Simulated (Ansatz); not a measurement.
# SiC: the cost of one run

Program: Ansatz 0.2.0. Level of theory: DFT PBE, scalar-relativistic, plane waves, PAW. These are calculated values, not measurements.

3 further runs of the same task are left out: 3 set aside as unsound or not needed.

## (1) The starting structure

Symmetry: P6_3mc, No. 186, hexagonal system. The conventional cell has a = 3.092 Å, b = 3.092 Å, c = 5.074 Å, α = 90.00°, β = 90.00°, γ = 120.00°. Si (site symmetry 3m) is surrounded by 4 C at 1.89 to 1.91 Å. C (site symmetry 3m) is surrounded by 4 Si at 1.89 to 1.91 Å.

Structure file:

```
CELL_PARAMETERS angstrom
1.54588 -2.67755 0.00000
0.00000 0.00000 -5.07402
9.27530 5.35510 0.00000
ATOMIC_POSITIONS crystal
Si 0.50000 0.99544 0.08333
Si 0.00000 0.99544 0.33333
Si 0.50000 0.99544 0.58333
Si 0.00000 0.99544 0.83333
Si 0.00000 0.49544 0.16667
Si 0.50000 0.49544 0.41667
Si 0.00000 0.49544 0.66667
Si 0.50000 0.49544 0.91667
C 0.50000 0.61956 0.08333
C 0.00000 0.61956 0.33333
C 0.50000 0.61956 0.58333
C 0.00000 0.61956 0.83333
C 0.00000 0.11956 0.16667
C 0.50000 0.11956 0.41667
C 0.00000 0.11956 0.66667
C 0.50000 0.11956 0.91667
```

It is built from the cell relaxed beforehand with the same method (10.50 Å³/atom).

## (2) Zero of energy

The cell is repeated 4 times, 16 atoms in all. The reference gives a free energy of -7097.2357 eV, pressure 0.04 GPa, largest force 0.003 eV/Å and gap on the mesh 2.31 eV. It was computed beforehand with the settings of the runs below.

## (3) Next: sliding across a plane

The cut lies on the cell's a–b face, a (1 0 0) plane of area 15.69 Å², between layers 1.78 Å apart (C, Si below, C, Si above); the cell is 10.7 Å thick. Vector c is tilted by f times 1·a − 1·b (length 5.942 Å) with the atoms' Cartesian places fixed: one unrelaxed fault per cell.

## (4) Point f = 0.167

Input file input.yaml:

```yaml
crystal:
  lattice:
    - [1.5458832036, -2.6775482513, 0.0]
    - [0.0, 0.0, -5.0740211774]
    - [9.5329979521, 4.908749209, 0.8458393303]
  atoms:
    - { symbol: Si, position: [0.3610833333, 1.1343531354, 0.8333333333] }
    - { symbol: Si, position: [-0.0138916667, 1.0093281354, 0.0833333333] }
    - { symbol: Si, position: [0.4444333333, 1.0510031354, 0.3333333333] }
    - { symbol: Si, position: [-0.0972416667, 1.0926781354, 0.5833333333] }
    - { symbol: Si, position: [-0.1528083333, 0.648244802, 0.9166666667] }
    - { symbol: Si, position: [0.4722166667, 0.523219802, 0.1666666667] }
    - { symbol: Si, position: [-0.0694583333, 0.564894802, 0.4166666667] }
    - { symbol: Si, position: [0.3888666667, 0.606569802, 0.6666666667] }
    - { symbol: C, position: [0.3610833333, 0.758480198, 0.8333333333] }
    - { symbol: C, position: [-0.0138916667, 0.633455198, 0.0833333333] }
    - { symbol: C, position: [0.4444333333, 0.675130198, 0.3333333333] }
    - { symbol: C, position: [-0.0972416667, 0.716805198, 0.5833333333] }
    - { symbol: C, position: [-0.1528083333, 0.2723718646, 0.9166666667] }
    - { symbol: C, position: [0.4722166667, 0.1473468646, 0.1666666667] }
    - { symbol: C, position: [-0.0694583333, 0.1890218646, 0.4166666667] }
    - { symbol: C, position: [0.3888666667, 0.2306968646, 0.6666666667] }
basis:
  ecutwfc: 420
kpoints:
  mp_grid: { grid: [9, 5, 3] }
hamiltonian:
  xc: pbe
scf:
  occupations: { method: gaussian, width: 0.05 }
output:
  forces: true
  stress: true
  eigenvalues: true
```

Command:

```bash
> ansatz run input.yaml --threads 2 --pin off --max-ram 5120MiB --backend cpu --events-out ev --progress --plain --runs-dir out
```

Q: Estimate wall time and peak memory on 2 threads of Intel Xeon 6975P-C (Granite Rapids), shared host.

About 14 s, with a peak of 0.72 GiB.
